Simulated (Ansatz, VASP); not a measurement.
**One calculation of Ru, two programs**

```
Ru
1.0
     2.69675    0.00000    0.00000
    -1.34837    2.33545    0.00000
     0.00000    0.00000    4.26758
Ru
2
Cartesian
  0.0000 1.5570 1.0669
  1.3484 0.7785 3.2007
```

Change from the starting cell: volume scaled by 0.99.

Alike in both runs: task single point; functional PBE; k mesh 14 × 14 × 8; occupations fermi-dirac, width 0.03 eV; no spin polarisation.

|  | VASP | Ansatz |
| --- | --- | --- |
| version | VASP 6.6.1 | Ansatz 0.2.0 |
| potentials or method | VASP PAW PBE potentials, release 64 (Ru_pv), cutoff 520 eV | all-electron LAPW, scalar-relativistic |

|  | VASP | Ansatz | Ansatz less VASP |
| --- | --- | --- | --- |
| pressure (GPa) | 7.9 | 7.9 | 0.00 |
| largest component of the traceless stress (GPa) | 0.98 | 1.01 | +0.038 |

Ansatz ran all-electron here, so the differences hold the error of VASP's frozen core and of both bases.
